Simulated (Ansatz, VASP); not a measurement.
One calculation of LiF, two programs

```xyz
2
Lattice="0.0000 2.0335 2.0335 2.0335 0.0000 2.0335 2.0335 2.0335 0.0000" Properties=species:S:1:pos:R:3 pbc="T T T"
Li    2.0335    2.0335    2.0335
F     0.0000    0.0000    0.0000
```

Alike in both runs: functional PBE; k mesh 10 × 10 × 10; occupations gaussian, width 0.02 eV; no spin polarisation.

Ansatz relaxed the structure, and its values are those at the end. VASP's run is a single point on that final structure, the one shown.

|  | VASP | Ansatz |
| --- | --- | --- |
| version | VASP 6.6.1 | Ansatz 0.2.0 |
| potentials or method | VASP PAW PBE potentials, release 64 (Li_sv, F) | scalar-relativistic, plane waves, PAW |
| plane-wave cutoff (eV) | 520 | 420 |
| valence electrons in the cell | 10 | 10 |

|  | VASP | Ansatz | Ansatz less VASP |
| --- | --- | --- | --- |
| gap on the k mesh at the Fermi level (eV) | 8.83 | 8.84 | +0.002 |
| least direct gap on the mesh (eV) | 8.83 | 8.84 | +0.002 |

 Expect the measured gap to be larger: semilocal functionals such as PBE lack the derivative discontinuity. A k mesh can miss the band edges.
